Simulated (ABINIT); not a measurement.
A run of ABINIT 10.8.3 (patched build) is set up as follows.

run.abi

```
# Pseudopotentials
pp_dirpath "./"
pseudos "Zr.GGA_PBE-JTH.xml, C.GGA_PBE-JTH.xml"

# Structure
acell 3*1.0 Angstrom
rprim
     0.0000000000     2.3650000000     2.3650000000
     2.3650000000     0.0000000000     2.3650000000
     2.3650000000     2.3650000000     0.0000000000
ntypat 2
znucl 40 6
natom 2
typat 1 2
xcart
     4.4692022847     4.4692022847     4.4692022847
     0.0000000000     0.0000000000     0.0000000000
chkprim 0
chksymtnons 0
tolsym 1.0e-6

# Plane-wave basis
ecut 517.016339 eV
pawecutdg 38.0
pawxcdev 0

# k points
kptopt 1
ngkpt 10 10 10
nshiftk 1
shiftk 0.0 0.0 0.0

# Exchange and correlation
ixc 11

# Bands and occupations
nband 12
occopt 3
tsmear 0.00183747

# SCF cycle
nstep 100
tolvrs 1.0e-9

# Output
iomode 3
prtwf 0
prtden 0
prteig 0
prtebands 0
enunit 2

# Relaxation
ionmov 2
ntime 60
tolmxf 0.0002
optcell 2
dilatmx 1.08
ecutsm 0.5
strtarget 3*-6.797862e-04 3*0.0
```

Potentials or basis: JTH PAW PBE v2.0.

Launch:

```console
$ abinit run.abi > log 2>&1
```

(1) What does it give for the relaxed volume?

(2) What does it give for the space group after relaxing (to 0.05 Å)?

(3) Estimate the relaxed cell.

## Answers

(1) 12.08 Å³/atom.

(2) Fm-3m (No. 225).

(3) a = 3.245 Å, b = 3.245 Å, c = 3.245 Å, α = 60.00°, β = 60.00°, γ = 60.00°.
